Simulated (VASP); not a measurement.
# Zn (Fm-3m) in VASP: a series of runs

Aim: see how the results for Zn move with the level of theory and the settings. Levels: PBE, TPSS+TS, PBE+D2, r2SCAN. Tasks: single point, band structure, equation of state.

Program: VASP 6.6.1. These are calculated values, not measurements. Logs are shortened: lines on timing, memory, paths and dates and some standing lists are left out, and cuts for length are marked.

## (1) The crystal as given

It takes space group Fm-3m (No. 225, cubic). Conventional cell: a = 3.930 Å, b = 3.930 Å, c = 3.930 Å, α = 90.00°, β = 90.00°, γ = 90.00°. Zn (site symmetry m-3m) has 12 Zn at 2.78 Å as nearest neighbours.

This isn't the form of Zn at room conditions, which is hcp.

## (2) Single point, PBE, 15.16 Å³/atom (strain = -0.04)

INCAR reads:

```
ALGO = Fast ; EDIFF = 1E-7
ENCUT = 520 ; GGA = PE
ISIF = 2 ; ISMEAR = -1
LASPH = T ; LCHARG = F
LREAL = F ; LWAVE = F
NBANDS = 12 ; NELM = 80
PREC = Accurate ; SIGMA = 0.05
```

KPOINTS reads:

```
k-points
0
Gamma
  12 12 12
```

POSCAR reads:

```
Zn
1.0
   -0.0392955200      1.9647760000      1.9647760000
    1.9647760000     -0.0392955200      1.9647760000
    1.9254804800      1.9254804800      0.0000000000
Zn
1
Direct
    0.0000000000      0.0000000000      0.0000000000
```

Potentials or basis: VASP PAW PBE potentials, release 64 (Zn).

Run with:

```sh
> cat potpaw_PBE.64/Zn/POTCAR > POTCAR
> mpirun -np 1 vasp_std > vasp.out
```

OUTCAR:

```text
EDIFF = 1E-7
   ENCUT = 520
   GGA = PE
   ISIF = 2
   ISMEAR = -1
   LASPH = T
   LREAL = F
   NELM = 80
   PREC = Accurate

 ion  position               nearest neighbor table
   1  0.000  0.000  0.000-

  LATTYP: Found a body centered orthorhombic cell.
 ALAT       =     2.7230406089
 B/A-ratio  =     1.0408163265
 C/A-ratio  =     1.4430750636

  Lattice vectors:

 A1 = (   0.0392955200,  -1.9647760000,  -1.9647760000)
 A2 = (  -0.0392955200,   1.9647760000,  -1.9647760000)
 A3 = (   1.9647760000,  -0.0392955200,   1.9647760000)

Analysis of symmetry for initial positions (statically):
=====================================================================
 Subroutine PRICEL returns:
 Original cell was already a primitive cell.

 Routine SETGRP: Setting up the symmetry group for a
 body centered orthorhombic supercell.

 Subroutine GETGRP returns: Found  8 space group operations
 (whereof  8 operations were pure point group operations)
 out of a pool of  8 trial point group operations.

The static configuration has the point symmetry D_2h.

Analysis of symmetry for dynamics (positions and initial velocities):
=====================================================================
 Subroutine PRICEL returns:
 Original cell was already a primitive cell.

 Routine SETGRP: Setting up the symmetry group for a
 body centered orthorhombic supercell.

 Subroutine GETGRP returns: Found  8 space group operations
 (whereof  8 operations were pure point group operations)
 out of a pool of  8 trial point group operations.

The dynamic configuration has the point symmetry D_2h.

 Subroutine INISYM returns: Found  8 space group operations
 (whereof  8 operations are pure point group operations),
 and found     1 'primitive' translations

----------------------------------------------------------------------------------------

                                     Primitive cell

  volume of cell :      15.1634

  direct lattice vectors                    reciprocal lattice vectors
    -0.039295520  1.964776000  1.964776000    -0.249492094  0.249492094  0.254481936
     1.964776000 -0.039295520  1.964776000     0.249492094 -0.249492094  0.254481936
     1.925480480  1.925480480  0.000000000     0.259675445  0.259675445 -0.254481936

  length of vectors
     2.778890714  2.778890714  2.723040609     0.435032948  0.435032948  0.446792714

  position of ions in fractional coordinates (direct lattice)
     0.000000000  0.000000000  0.000000000

  ion indices of the primitive-cell ions
   primitive index   ion index
                 1           1

----------------------------------------------------------------------------------------

 KPOINTS: k-points

Automatic generation of k-mesh.
 Grid dimensions read from file:
 generate k-points for:   12   12   12

 Generating k-lattice:

  Cartesian coordinates                     Fractional coordinates (reciprocal lattice)
    -0.020791008  0.020791008  0.021206828     0.083333333  0.000000000  0.000000000
     0.020791008 -0.020791008  0.021206828     0.000000000  0.083333333  0.000000000
     0.021639620  0.021639620 -0.021206828     0.000000000  0.000000000  0.083333333

  Length of vectors
     0.036252746  0.036252746  0.037232726

  Shift w.r.t. Gamma in fractional coordinates (k-lattice)
     0.000000000  0.000000000  0.000000000

 Subroutine IBZKPT returns following result:
 ===========================================

 Found    280 irreducible k-points:

 Following reciprocal coordinates:
            Coordinates               Weight
  0.000000  0.000000  0.000000      1.000000
  0.083333 -0.000000  0.000000      4.000000
  0.166667 -0.000000  0.000000      4.000000
  0.250000 -0.000000  0.000000      4.000000
  0.333333 -0.000000  0.000000      4.000000
  0.416667 -0.000000  0.000000      4.000000
[... 16 lines left out ...]
  0.500000  0.166667  0.000000      4.000000
 -0.416667  0.166667  0.000000      4.000000
 [... further k-points ...]
   k-points           NKPTS =    280   k-points in BZ     NKDIM =    280   number of bands    NBANDS=     12
   number of dos      NEDOS =    301   number of ions     NIONS =      1
   total plane-waves  NPLWV =  11520
   dimension x,y,z NGX =    24 NGY =   24 NGZ =   20
   dimension x,y,z NGXF=    48 NGYF=   48 NGZF=   40
   ions per type =               1
   NGX,Y,Z   is equivalent  to a cutoff of  14.36, 14.36, 12.21 a.u.
   NGXF,Y,Z  is equivalent  to a cutoff of  28.72, 28.72, 24.42 a.u.
 SYSTEM =  unknown system
   PREC   = accura    normal or accurate (medium, high low for compatibility)
   ISTART =      0    job   : 0-new  1-cont  2-samecut
   ICHARG =      2    charge: 1-file 2-atom 10-const
   ISPIN  =      1    spin polarized calculation?
   LNONCOLLINEAR =      F non collinear calculations
   LSORBIT =      F    spin-orbit coupling
   LASPH  =      T    aspherical Exc in radial PAW
   ENCUT  =  520.0 eV  38.22 Ry    6.18 a.u.   5.17  5.17  5.06*2*pi/ulx,y,z
   NELM   =     80;   NELMIN=  2; NELMDL= -5     # of ELM steps
   EDIFF  = 0.1E-06   stopping-criterion for ELM
   LREAL  =      F    real-space projection
   EDIFFG = 0.1E-05   stopping-criterion for IOM
   NSW    =      0    number of steps for IOM
   IBRION =     -1    ionic relax: 0-MD 1-quasi-New 2-CG
   NFREE  =      0    steps in history (QN), initial steepest desc. (CG)
   ISIF   =      2    stress and relaxation
   ISYM   =      2    0-nonsym 1-usesym 2-fastsym
   POTIM  = 0.5000    time-step for ionic-motion
   TEBEG  =    0.0;   TEEND  =   0.0 temperature during run
   PSTRESS=    0.0 pullay stress
   NELECT =      12.0000    total number of electrons
   NUPDOWN=      -1.0000    fix difference up-down
   EMIN   =  10.00;   EMAX   =-10.00  energy-range for DOS
   EFERMI =   0.00;   METHOD = LEGACY
   ISMEAR =    -1;   SIGMA  =   0.05  broadening in eV -4-tet -1-fermi 0-gaus
   EFERMI_NEDOS =   21; number of points for ismear=-14 and -15
   IALGO  =     68    algorithm
   IMIX   =      4    mixing-type and parameters
     AMIX     =   0.40;   BMIX     =  1.00
     AMIX_MAG =   1.60;   BMIX_MAG =  1.00
  volume/ion in A,a.u.               =      15.16       102.33
  Fermi-wavevector in a.u.,A,eV,Ry     =   1.514270  2.861556 31.198364  2.293015
  Thomas-Fermi vector in A             =   2.623950
   LORBIT       =      0    0 simple, 1 ext, 2 COOP (PROOUT), +10 PAW based schemes
   GGA     = PE    functional components
   LHFCALC =     F    Hartree Fock is set to
   AEXX    =    0.0000 exact exchange contribution
   IVDW    =     0    specifies the selected vdW correction
   LEPSILON=     F    determine dielectric tensor
   LRPA    =     F    only Hartree local field effects (RPA)
 non-spin polarized calculation
 RMM-DIIS sequential band-by-band and
  energy-cutoff  :      520.00
  volume of cell :       15.16
 maximum number of plane-waves:       418
 NGX is ok and might be reduce to    24
   NGX = 11   NGY = 11   NGZ = 11

 number of electron      12.0000001 magnetization

 Free energy of the ion-electron system (eV)
  ---------------------------------------------------
  ext. energy  EPLUGINS =         0.00000000
  ---------------------------------------------------
  free energy    TOTEN  =        -1.08035637 eV

  energy without entropy =       -1.07714426  energy(sigma->0) =       -1.07875032

 E-fermi :   3.0324     XC(G=0): -11.5786

 val. band max:        3.0205452560   @ k =  -0.4167   0.0833   0.2500
 cond. band min:       3.0558233055   @ k =  -0.3333   0.2500   0.1667
 fundamental gap:      0.0352780496
 Fermi energy:         3.0324254718

 k-point     1 :       0.0000    0.0000    0.0000
  band No.  band energies     occupation
      1      -7.2723      2.00000
      2      -4.5909      2.00000
      3      -4.5516      2.00000
      4      -4.4874      2.00000
      5      -4.1577      2.00000
      6      -4.1560      2.00000
      7      20.5512      0.00000
      8      20.8554      0.00000
      9      22.2056      0.00000
     10      22.5149      0.00000
     11      23.4139      0.00000
     12      24.0310      0.00000

 k-point     2 :       0.0833   -0.0000    0.0000
  band No.  band energies     occupation
      1      -7.0698      2.00000
      2      -4.5953      2.00000
      3      -4.5429      2.00000
      4      -4.4662      2.00000
      5      -4.1611      2.00000
      6      -4.1597      2.00000
      7      17.6350      0.00000
      8      20.2892      0.00000
      9      21.5677      0.00000
     10      22.2675      0.00000
     11      24.6232      0.00000
     12      25.8714      0.00000

 k-point     3 :       0.1667   -0.0000    0.0000
  band No.  band energies     occupation
      1      -6.4887      2.00000
      2      -4.5967      2.00000
      3      -4.5151      2.00000
      4      -4.4256      2.00000
      5      -4.1540      2.00000
      6      -4.1520      2.00000
      7      13.6822      0.00000
      8      19.5668      0.00000
      9      20.6042      0.00000
     10      21.9684      0.00000
     11      26.2190      0.00000
     12      26.9533      0.00000
[... 286 lines left out ...]
 k-point    23 :       0.5000    0.1667    0.0000
  band No.  band energies     occupation
      1      -5.0942      2.00000
      2      -4.6442      2.00000
      3      -4.3434      2.00000
      4      -4.2676      2.00000
      5      -3.8576      2.00000
      6      -0.0086      2.00000
      7       3.1838      0.09246
      8      13.3073      0.00000
      9      16.0650      0.00000
     10      18.6445      0.00000
     11      26.8244      0.00000
     12      27.2186      0.00000

 k-point    24 :      -0.4167    0.1667    0.0000
  band No.  band energies     occupation
      1      -5.0760      2.00000
      2      -4.6540      2.00000
      3      -4.3560      2.00000
      4      -4.2165      2.00000
      5      -3.9070      2.00000
      6       0.5482      2.00000
      7       2.5377      1.99990
      8      12.3657      0.00000
      9      16.8193      0.00000
     10      19.1672      0.00000
     11      26.0648      0.00000
     12      27.0163      0.00000

 [... further k-points ...]

------------------------ aborting loop because EDIFF is reached ----------------------------------------

  FORCE on cell =-STRESS in cart. coord.  units (eV):
  Direction    XX          YY          ZZ          XY          YZ          ZX
  --------------------------------------------------------------------------------------
  -------------------------------------------------------------------------------------
  Total        0.0222157      0.0222157      0.0292658     -0.1368955      0.0000000      0.0000000
  in kB        2.3473396      2.3473396      3.0922589    -14.4645274      0.0000000      0.0000000
  external PRESSURE =       2.5956460 kB  Pullay stress =       0.0000000 kB

 VOLUME and BASIS-vectors are now :
 -----------------------------------------------------------------------------
  energy-cutoff  :      520.00
  volume of cell :       15.16
      direct lattice vectors                 reciprocal lattice vectors
    -0.039295520  1.964776000  1.964776000    -0.249492094  0.249492094  0.254481936
     1.964776000 -0.039295520  1.964776000     0.249492094 -0.249492094  0.254481936
     1.925480480  1.925480480  0.000000000     0.259675445  0.259675445 -0.254481936

 POSITION                                       TOTAL-FORCE (eV/Angst)
 -----------------------------------------------------------------------------------
      0.00000      0.00000      0.00000         0.000000      0.000000      0.000000
 -----------------------------------------------------------------------------------
    total drift:                                0.000000      0.000000      0.000000

  FREE ENERGIE OF THE ION-ELECTRON SYSTEM (eV)
  ---------------------------------------------------
  free  energy   TOTEN  =        -1.0803563723 eV

  energy  without entropy=       -1.0771442613  energy(sigma->0) =       -1.07875032
```

Run time: 24 s. Hardware: 1 thread of Intel Xeon Platinum 8559C (Emerald Rapids), shared host; peak memory 0.16 GiB.

Results:

```yaml
Free_energy: -1.0804 eV
Pressure: 0.3 GPa
Band_gap_on_the_k_mesh: none (metal or under the smearing width)
```

## (3) Single point, PBE, 15.17 Å³/atom (strain = -0.02)

INCAR is that of step 2.

KPOINTS is that of step 2.

POSCAR reads:

```
Zn
1.0
   -0.0196477600      1.9647760000      1.9647760000
    1.9647760000     -0.0196477600      1.9647760000
    1.9451282400      1.9451282400      0.0000000000
Zn
1
Direct
    0.0000000000      0.0000000000      0.0000000000
```

Potentials or basis: VASP PAW PBE potentials, release 64 (Zn).

Run with:

```sh
> cat potpaw_PBE.64/Zn/POTCAR > POTCAR
> mpirun -np 1 vasp_std > vasp.out
```

It took 30 s on 1 thread of Intel Xeon Platinum 8559C (Emerald Rapids), shared host; peak memory 0.16 GiB.

It converged, with:

| Quantity | Value |
| --- | --- |
| Free energy | -1.0780 eV |
| Pressure | 0.2 GPa |
| Band gap on the k mesh | none (metal or under the smearing width) |

(Part 1 of 2 ends here.)
